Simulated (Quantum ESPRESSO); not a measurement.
Runs of Quantum ESPRESSO 7.5 on Sn. It takes space group Fd-3m (No. 227, cubic). Conventional cell: a = 6.467 Å, b = 6.467 Å, c = 6.467 Å, α = 90.00°, β = 90.00°, γ = 90.00°. Sn (site symmetry -43m) is surrounded by 4 Sn at 2.80 Å. This isn't the form of Sn at room conditions, which is tetragonal (white tin).

```tsv
task	level	potentials or basis	cell	k mesh	cutoff (eV)	smearing	mesh quality	gap on the mesh (eV)	pressure (GPa)
single point	PBE	Ansatz NC SR PBE	as given	2 × 2 × 2	980	fermi-dirac 0.05 eV	coarse	none	12.8
phonons	vdW-DF-cx	PseudoDojo 0.4.1 SR PBE standard	relaxed	5 × 5 × 5	980	cold 0.2 eV	coarse	none	0.1
band structure	RPBE	SG15 PBE 1.2	as given	7 × 7 × 7	952	fermi-dirac 0.05 eV	not flagged	none	5.6
phonons	WC	PseudoDojo 0.4.1 SR PBE standard	relaxed	7 × 7 × 7	980	methfessel-paxton 0.136 eV	not flagged	none	0.1
phonons	PBE	PseudoDojo 0.4.1 SR PBE standard	relaxed	5 × 5 × 5	980	cold 0.2 eV	coarse	none	0.2
single point	PBE	SSSP 1.3 efficiency PBE	as given	7 × 7 × 7	816	fermi-dirac 0.05 eV	not flagged	none	(a)
phonons	PBEsol	PseudoDojo 0.4.1 SR PBEsol standard	as given	7 × 7 × 7	980	methfessel-paxton 0.272 eV	not flagged	none	1.6
phonons	PBE	JTH 2.0 PBE	relaxed	7 × 7 × 7	490	cold 0.272 eV	not flagged	none	0.1
```

Alike in all rows: no spin polarisation.

Q: Estimate the missing entries.

A: (a) 3.8.

Caveats: some runs use coarse meshes; the potentials were made for another functional, which shifts forces and pressure (some runs); the mesh is thin for the phonons of a metal (some runs); the cutoff is low for these files, which shifts pressure and relaxed volume (some runs).

A k mesh can miss the band edges, and the runs leave out spin-orbit coupling on Sn.

A gap of «none» marks a metal or a gap under the smearing width.

Not every run made on this cell is shown here.
